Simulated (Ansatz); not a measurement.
**Ba in Ansatz: the effect of functional**

Ba:

```xyz
1
Lattice="-2.5395 2.5395 2.5395 2.5395 -2.5395 2.5395 2.5395 2.5395 -2.5395" Properties=species:S:1:pos:R:3 pbc="T T T"
Ba    0.0000    0.0000    0.0000
```

The cell isn't the ideal one: volume scaled by 1.04.

Alike in all runs:

- Program: Ansatz 0.2.0
- Task: single point
- Potentials or basis: Ansatz PAW
- k mesh: 8 × 8 × 8
- Occupations: fermi-dirac, width 0.05 eV
- Spin: no spin polarisation

One run gave: pressure -1.6 GPa. Which functional did it use?
A. r2SCAN
B. LDA
C. PBE

B.

| functional | cutoff | pressure (GPa) |
| --- | --- | --- |
| LDA | 420 eV (not typed: the program's choice for these potentials) | -1.6 |
| r2SCAN | 500 eV (not typed: the program's choice for these potentials) | -0.1 |
| PBE | 420 eV (not typed: the program's choice for these potentials) | -0.3 |

Caveats: the PAW data sets come from PBE, with cores solved anew for the run's functional, which leaves a small shift of forces and pressure (some runs).
